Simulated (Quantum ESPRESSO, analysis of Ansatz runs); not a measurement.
# A hop of O in HfO2 (P2_1/c), charge 0 (Quantum ESPRESSO)

Wanted: path and barrier of a jump of O in HfO2 (P2_1/c) at charge 0. The case: V_O hop (2.8 Å), in a cell of 48 host atoms with 1 O taken out.

Program: Quantum ESPRESSO 7.5. Level of theory: Quantum ESPRESSO plane-wave DFT, PBEsol, GBRV 1.5 PBEsol potentials; nudged elastic band between two relaxed defect structures. Results are calculated unless marked as measured.

This is a report of a sequence of runs, with most program output left out.

## (1) The structure

The cell holds 47 atoms: 16 Hf and 31 O. Its edges and angles: a = 9.411 Å, b = 8.427 Å, c = 9.411 Å, α = 110.9°, β = 113.5°, γ = 108.4°. It derives from HfO2 (space group P2_1/c). Nearest the centre at fractional (0.582, 0.669, 0.842): O38 at 1.35 Å, Hf10 at 1.59 Å, O34 at 2.31 Å, O31 at 2.54 Å, O32 at 2.62 Å, Hf8 at 2.63 Å, Hf4 at 2.64 Å, Hf16 at 2.64 Å.

The cell's shortest repeat is 8.4 Å.

## (2) Relaxation of the start point, charge 0

The ends come first: from an unrelaxed start the top is counted from too high an energy, and the barrier comes out too low. Small random displacements break the symmetry of the ideal sites, so that the defect can distort if it gains by it.

The input, pw.in:

```
&CONTROL
  calculation = 'relax'
  prefix = 'pwscf'
  outdir = './tmp'
  pseudo_dir = './pseudo'
  tprnfor = .true.
  disk_io = 'low'
  nstep = 70
  forc_conv_thr = 0.00078
  etot_conv_thr = 0.0001
/
&SYSTEM
  ibrav = 0
  nat = 47
  ntyp = 2
  ecutwfc = 36
  ecutrho = 288
  nbnd = 193
  occupations = 'fixed'
  nosym = .true.
/
&ELECTRONS
  conv_thr = 5d-08
  electron_maxstep = 100
  mixing_beta = 0.5
/
&IONS
  ion_dynamics = 'bfgs'
/
ATOMIC_SPECIES
Hf   178.4900 hf_pbesol_v1.uspp.F.UPF
O     15.9990 o_pbesol_v1.2.uspp.F.UPF
CELL_PARAMETERS angstrom
  -5.9416700219    5.1632183080    5.1583953540
   4.2040263251   -5.1632183080    5.1655566081
   5.9416700219    5.1632183080   -5.1583953540
ATOMIC_POSITIONS crystal
Hf     0.0828607076    0.4903100571    0.8693646180
Hf     0.0797020459    0.9883372062    0.3643934936
Hf     0.5844084282    0.4915541547    0.3702292635
Hf     0.5855223344    0.9918887040    0.8672820142
Hf     0.3719733557    0.2576241936    0.8375144900
Hf     0.3716377794    0.7577123314    0.3387688743
Hf     0.8718611603    0.2533615921    0.3365899653
Hf     0.8727530569    0.7575715318    0.8368622624
[... 35 atom lines left out ...]
O     -0.0022842637    0.4588639233    0.6160949207
O     -0.0025639609    0.9576501063    0.1142311242
O      0.4971831021    0.4575784687    0.1186511193
O      0.4981002126    0.9575238890    0.6141052068
K_POINTS gamma
```

Run with:

```sh
OMP_NUM_THREADS=1 mpirun -n 4 pw.x -in pw.in > pw.out
```

Run time: 7.4 min. Hardware: 4 MPI ranks of Arm Neoverse V1, shared host; peak memory 1.4 GiB.

Relaxation path:

| step | energy less that of the first step (eV) |
| --- | --- |
| 0 | 0.0000 |
| 1 | -0.2501 |
| 2 | -0.3689 |
| 3 | -0.3927 |
| 4 | -0.4100 |
| 5 | -0.4244 |
| 6 | -0.4331 |
| 7 | -0.4420 |
| 8 | -0.4522 |
| 9 | -0.4600 |
| 10 | -0.4688 |
| 11 | -0.4776 |
| 12 | -0.4835 |
| 13 | -0.4889 |
| 14 | -0.4929 |
| 15 | -0.4963 |
| 16 | -0.4986 |
| 17 | -0.5001 |
| 18 | -0.5010 |
| 19 | -0.5017 |
| 20 | -0.5022 |
| 21 | -0.5025 |

The atoms that moved most (Å):

```csv
atom,dx,dy,dz,length
O39,0.090,-0.115,-0.151,0.210
O35,-0.078,-0.137,0.100,0.187
O47,-0.081,0.142,0.052,0.172
O44,-0.088,0.122,0.067,0.165
O41,0.055,0.136,-0.075,0.165
O46,-0.094,0.092,0.079,0.154
O37,0.066,-0.086,-0.108,0.153
O33,-0.052,-0.106,0.086,0.146
```

Neighbours of O38 at the end:

```
atom  distance (Å)
Hf10         2.009
Hf16         2.050
 Hf5         2.128
 O17         2.524
 O46         2.556
 O41         2.773
 O34         2.786
 O36         2.827
```

Numbers from this step:

```yaml
highest_filled_level: 13.61 eV
lowest_empty_level: 15.15 eV
r_m_s_move_of_the_farther_half_of_the_atoms: 0.07535 Å
largest_move_from_the_ideal_geometry_of_this_structure_a_common_shift_of_the_far_atoms_taken_out: 0.2177 Å
```

The relaxation gained 0.502 eV and ended with a largest force component of 0.018 eV/Å.

## (3) Relaxation of the end point, charge 0

The end point is relaxed in the same cell and settings, so that the two energies compare. Atoms more than 3.2 Å from the middle of the hop start where the first relaxation left them, the nearer ones on or close to their ideal places, with small random displacements.

The input, pw.in:

```
&CONTROL
  calculation = 'relax'
  prefix = 'pwscf'
  outdir = './tmp'
  pseudo_dir = './pseudo'
  tprnfor = .true.
  disk_io = 'low'
  nstep = 70
  forc_conv_thr = 0.00078
  etot_conv_thr = 0.0001
/
&SYSTEM
  ibrav = 0
  nat = 47
  ntyp = 2
  ecutwfc = 36
  ecutrho = 288
  nbnd = 193
  occupations = 'fixed'
  nosym = .true.
/
&ELECTRONS
  conv_thr = 5d-08
  electron_maxstep = 100
  mixing_beta = 0.5
/
&IONS
  ion_dynamics = 'bfgs'
/
ATOMIC_SPECIES
Hf   178.4900 hf_pbesol_v1.uspp.F.UPF
O     15.9990 o_pbesol_v1.2.uspp.F.UPF
CELL_PARAMETERS angstrom
  -5.9416700219    5.1632183080    5.1583953540
   4.2040263251   -5.1632183080    5.1655566081
   5.9416700219    5.1632183080   -5.1583953540
ATOMIC_POSITIONS crystal
Hf     0.0823338225    0.4923569414    0.8670691016
Hf     0.0836846643    0.9923090269    0.3669813406
[... 1 atom line left out ...]
Hf     0.5817811246    0.9912133645    0.8664005598
[... 3 atom lines left out ...]
Hf     0.8741576603    0.7579630434    0.8400552492
[... 1 atom line left out ...]
Hf     0.4164431828    0.5062387210    0.6323443143
[... 5 atom lines left out ...]
Hf     0.6257789948    0.7437299743    0.1612501935
O      0.3613362259    0.2143974428    0.5929040735
[... 6 atom lines left out ...]
O      0.8800097067    0.5344840968    0.8977547294
[... 6 atom lines left out ...]
O      0.6209459496    0.4636852381    0.6021290126
O      0.6200291354    0.9652508900    0.1028335715
[... 1 atom line left out ...]
O      0.3400700742    0.7046906285    0.7077438929
[... 1 atom line left out ...]
O      0.8381267112    0.7049638674    0.2064736515
[... 1 atom line left out ...]
O      0.6608798805    0.7926835580    0.8010960525
[... 6 atom lines left out ...]
O     -0.0019695541    0.9566619942    0.1166242316
[... 1 atom line left out ...]
O      0.5166951558    0.9550460863    0.6214075517
K_POINTS gamma
```

Run time: 5.3 min. Hardware: 4 MPI ranks; peak memory 1.4 GiB; 21 min of CPU time.

The steps of the relaxation:

| step | energy less that of the first step (eV) |
| --- | --- |
| 0 | 0.0000 |
| 1 | -0.1010 |
| 2 | -0.1627 |
| 3 | -0.1831 |
| 4 | -0.2006 |
| 5 | -0.2189 |
| 6 | -0.2306 |
| 7 | -0.2380 |
| 8 | -0.2439 |
| 9 | -0.2470 |
| 10 | -0.2492 |
| 11 | -0.2505 |
| 12 | -0.2512 |
| 13 | -0.2516 |
| 14 | -0.2520 |
| 15 | -0.2522 |

The atoms that moved most (Å):

```csv
atom,dx,dy,dz,length
O45,-0.073,0.107,0.077,0.151
O36,-0.074,-0.102,0.073,0.146
O38,0.045,0.079,-0.079,0.120
O39,-0.030,0.038,0.061,0.078
O34,-0.043,-0.055,0.026,0.074
O41,-0.045,-0.047,0.034,0.074
O44,0.025,-0.045,-0.046,0.069
O17,0.067,0.015,-0.001,0.069
```

Neighbours of O38 at the end:

```csv
atom,distance (Å)
Hf8,2.033
Hf4,2.052
Hf10,2.092
O31,2.522
O34,2.534
O39,2.769
O45,2.819
O32,2.856
O47,2.873
O19,2.901
```

Read from the output:

```
highest filled level                                                                              : 13.61 eV
lowest empty level                                                                                : 15.16 eV
r.m.s. move of the farther half of the atoms                                                      : 0.06446 Å
largest move from the ideal geometry of this structure, a common shift of the far atoms taken out : 0.1582 Å
```

The relaxation gained 0.252 eV and ended with a largest force component of 0.018 eV/Å. The end lies within 1 meV of the start.

## (4) Nudged elastic band, charge 0

3 movable images are laid between the ends by interpolation. Each image feels the true force across the path and a spring force along it. The highest image is set to climb to the top of the path.

This step: Quantum ESPRESSO plane-wave DFT, PBEsol, GBRV 1.5 PBEsol potentials; nudged elastic band between two relaxed defect structures.

The input, neb.in:

```
BEGIN
BEGIN_PATH_INPUT
&PATH
  restart_mode = 'from_scratch'
  string_method = 'neb'
  nstep_path = 45
  ds = 1.5
  opt_scheme = 'broyden'
  num_of_images = 5
  k_max = 0.3
  k_min = 0.2
  CI_scheme = 'auto'
  path_thr = 0.06
/
END_PATH_INPUT
BEGIN_ENGINE_INPUT
&CONTROL
  prefix = 'pwscf'
  outdir = './tmp'
  pseudo_dir = './pseudo'
  disk_io = 'low'
/
&SYSTEM
  ibrav = 0
  nat = 47
  ntyp = 2
  ecutwfc = 36
  ecutrho = 288
  nbnd = 193
  occupations = 'fixed'
  nosym = .true.
/
&ELECTRONS
  conv_thr = 5d-08
  electron_maxstep = 100
  mixing_beta = 0.5
/
ATOMIC_SPECIES
Hf   178.4900 hf_pbesol_v1.uspp.F.UPF
O     15.9990 o_pbesol_v1.2.uspp.F.UPF
CELL_PARAMETERS angstrom
  -5.9416700219    5.1632183080    5.1583953540
   4.2040263251   -5.1632183080    5.1655566081
   5.9416700219    5.1632183080   -5.1583953540
BEGIN_POSITIONS
FIRST_IMAGE
ATOMIC_POSITIONS crystal
Hf     0.0825463931    0.4930905442    0.8670150856
Hf     0.0830582236    0.9911260725    0.3670501872
Hf     0.5817460843    0.4936580721    0.3670941368
Hf     0.5847081712    0.9906454746    0.8675683500
Hf     0.3749624057    0.2557385593    0.8398102938
Hf     0.3748096145    0.7562023622    0.3389696393
Hf     0.8749428762    0.2575040692    0.3403871754
Hf     0.8678175154    0.7552055333    0.8378613827
Hf     0.4180283270    0.0072983523    0.1328716681
Hf     0.4163337543    0.5060169762    0.6327177556
Hf     0.9161328314    0.0064932630    0.6324203094
Hf     0.9175669039    0.5064066820    0.1323694759
Hf     0.1234613175    0.2406625228    0.1584440081
Hf     0.1263723317    0.7422050269    0.6608701378
Hf     0.6251155478    0.2411199447    0.6596687464
Hf     0.6272194931    0.7428913801    0.1590317396
O      0.3617380136    0.2107019935    0.5943514992
O      0.3630100148    0.7143226757    0.0943066477
O      0.8616585719    0.2133669628    0.0949471416
O      0.8617944362    0.7134632068    0.5951596104
O      0.3818371076    0.0333578240    0.8958643339
O      0.3783442451    0.5331476379    0.3941855051
O      0.8812899955    0.0353269017    0.3972782442
O      0.8797949611    0.5347442558    0.8966705272
O      0.1378716594    0.2841524439    0.4026065977
O      0.1380670379    0.7857575594    0.9045481190
O      0.6392944599    0.2839419093    0.9040342105
O      0.6378072292    0.7846284820    0.4027642345
O      0.1182470737    0.4624497057    0.1003160231
O      0.1189913692    0.9635665091    0.6029889872
O      0.6203481077    0.4701141535    0.6080576358
O      0.6207033267    0.9655129935    0.1027142773
O      0.3355482327    0.2054975226    0.1918208663
O      0.3455405422    0.7099284193    0.7025723685
O      0.8374868318    0.2080686194    0.6909078894
O      0.8395318866    0.7066053734    0.1988730270
O      0.4852820476    0.0414835143    0.3794115928
O      0.4921205380    0.5420266639    0.8794928559
O      0.9742843318    0.0373533004    0.8766433855
O      0.9911735277    0.5420734149    0.3813510280
O      0.1631342152    0.2913038753    0.8073836167
O      0.1625857307    0.7913844731    0.3041174280
O      0.6626161520    0.2931175104    0.3072516444
O      0.0160418382    0.4577886540    0.6203239580
O      0.0054757954    0.9528252209    0.1162181949
O      0.5137390757    0.4572695822    0.1195366851
O      0.5169480266    0.9554744826    0.6207560538
INTERMEDIATE_IMAGE
ATOMIC_POSITIONS crystal
Hf     0.0830050986    0.4929727445    0.8668612501
Hf     0.0828057432    0.9912362068    0.3669930198
[... 45 atom lines left out ...]
INTERMEDIATE_IMAGE
ATOMIC_POSITIONS crystal
Hf     0.0834547672    0.4928612865    0.8667124590
Hf     0.0826183433    0.9913757555    0.3669931111
[... 45 atom lines left out ...]
INTERMEDIATE_IMAGE
ATOMIC_POSITIONS crystal
Hf     0.0838997903    0.4927515953    0.8665641074
Hf     0.0824034595    0.9915030266    0.3669643565
[... 45 atom lines left out ...]
LAST_IMAGE
ATOMIC_POSITIONS crystal
Hf     0.0843418968    0.4926276046    0.8664087655
Hf     0.0821581991    0.9916267024    0.3669039033
[... 1 atom line left out ...]
Hf     0.5828100615    0.9910542976    0.8681276049
[... 3 atom lines left out ...]
Hf     0.8746309698    0.7565197665    0.8409428532
[... 1 atom line left out ...]
Hf     0.4180201067    0.5056486419    0.6378501175
[... 5 atom lines left out ...]
Hf     0.6236821065    0.7408233706    0.1571133736
O      0.3627882202    0.2207077663    0.6006734790
[... 6 atom lines left out ...]
O      0.8822497091    0.5345046308    0.8974720774
[... 6 atom lines left out ...]
O      0.6190127761    0.4635031217    0.6024140745
O      0.6193657212    0.9632414572    0.1023465021
[... 1 atom line left out ...]
O      0.3374204188    0.7031709990    0.6983982377
[... 1 atom line left out ...]
O      0.8353817062    0.7056826546    0.1901848330
[... 1 atom line left out ...]
O      0.6609920087    0.7878766140    0.8115905911
[... 6 atom lines left out ...]
O      0.0160071402    0.9579422318    0.1208180694
[... 1 atom line left out ...]
O      0.5125246599    0.9559007491    0.6205497208
END_POSITIONS
K_POINTS gamma
END_ENGINE_INPUT
END
```

Run with:

```sh
OMP_NUM_THREADS=1 mpirun -n 4 neb.x -ni 2 -inp neb.in > neb.out
```

It took 36 min on 4 MPI ranks; peak memory 2.4 GiB; 2.4 h of CPU time.

The path, image by image:

```csv
image,path (Å),energy (eV),"O38: x, y, z (Å)"
0,0.000,0.0000,"4.580, 4.283, 0.802"
1,0.909,0.8802,"4.470, 4.439, 1.613"
2,1.654,1.5113,"4.451, 4.322, 2.305"
3,2.303,0.6008,"4.427, 4.002, 2.806"
4,3.097,0.0004,"4.207, 3.535, 3.293"
```

This step gave:

| Item | Value |
| --- | --- |
| barrier forward | 1.511 eV |
| barrier backward | 1.511 eV |
| end less start | 3.52e-4 eV |
| hop length | 2.628 Å |

The band met its tolerance of 0.06 eV/Å after 21 iterations, with image 2 on top (the start counts as 0). O38, which moves farthest between the ends, has 3 Hf at 2.01 to 2.13 Å nearest at the start and 2 Hf at 1.98 to 2.28 Å at the top.

## (5) Summary of results

| Quantity | Value |
| --- | --- |
| barrier forward | 1.51 eV |
| barrier backward | 1.51 eV |
| end less start | 0.00 eV |
| hop length | 2.63 Å |
| band iterations, as the log counts them | 21 |

**Reading.** The top of the band lies 1.51 eV above the start and 1.51 eV above the end. With an assumed prefactor of 1e13 per second it gives one hop a second along this one path at about 590 K; whether such hops link up through the crystal wasn't checked. The order of the top as a saddle was not checked for all atoms, so a bent path could be lower. Keep in mind: sampling at the zone centre alone can move energies of charged and open-shell states by tenths of an eV or more in cells of this size; periodic copies of the defect are only 8.4 Å apart; spin–orbit coupling, which can matter with heavy atoms, is left out. The cutoff of 36 Ry is under the 40 Ry advised for these potentials.

[Logs are printed without paths, hosts, clocks, repeated set-up lines and the standing remarks that a program may print on its own settings, such as how far it seeks lower states.]

[Hosts, paths, dates, database ids (printed as entryN), source tags and the programs' standing remarks are cut or masked in the printed files.]
